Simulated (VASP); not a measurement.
InP: single point with LDA

**Experimental background.**

A printed reference work, data compilation reports, for a bulk crystal of InP at 1.6 K: band gap 1.4236 eV (direct).

Crystal: InP.

```
CELL_PARAMETERS angstrom
0.00000 2.91326 2.91326
2.91326 0.00000 2.91326
2.91326 2.91326 0.00000
ATOMIC_POSITIONS crystal
In 0.00000 0.00000 0.00000
P 0.25000 0.25000 0.25000
```

```yaml
Program: VASP 6.6.1
Task: single point
Functional: LDA
Potentials_or_basis: VASP PAW LDA potentials, release 64 (In_d, P)
Cutoff: 500 eV
k_mesh: 6 × 6 × 6
Occupations: gaussian, width 0.01 eV
Spin: no spin polarisation
```

```
Pressure               : 0.0 GPa
Band gap on the k mesh : 0.60 eV, direct
```

Levels at points of the mesh, in eV from the valence-band top:
| k point | band 7 | band 8 | band 9 | band 10 | band 11 | band 12 |
| --- | --- | --- | --- | --- | --- | --- |
| (0.00, 0.00, 0.00) | 0.00 | 0.00 | 0.00 | 0.60 | 3.96 | 3.96 |
| (0.50, 0.00, 0.00) | -5.93 | -1.02 | -1.02 | 1.36 | 4.70 | 4.70 |
| (0.50, 0.50, 0.00) | -5.94 | -2.42 | -2.42 | 1.56 | 2.12 | 9.10 |

It took 7.4 s on 1 thread of Intel(R) Xeon(R) Platinum 8488C (Sapphire Rapids), with other jobs on the host, peak memory 0.15 GiB.

Measured gap of InP: 1.4236 eV (direct; 1.6 K; a printed reference work, data compilation). This calculation gives 0.60 eV (-0.82 eV). Spin-orbit coupling on In is left out. The value is that of LDA, without temperature or zero-point motion. Semilocal functionals fall short of measured gaps as a rule.

Caveat: spin-orbit coupling is left out, which moves the levels of the heavy elements.
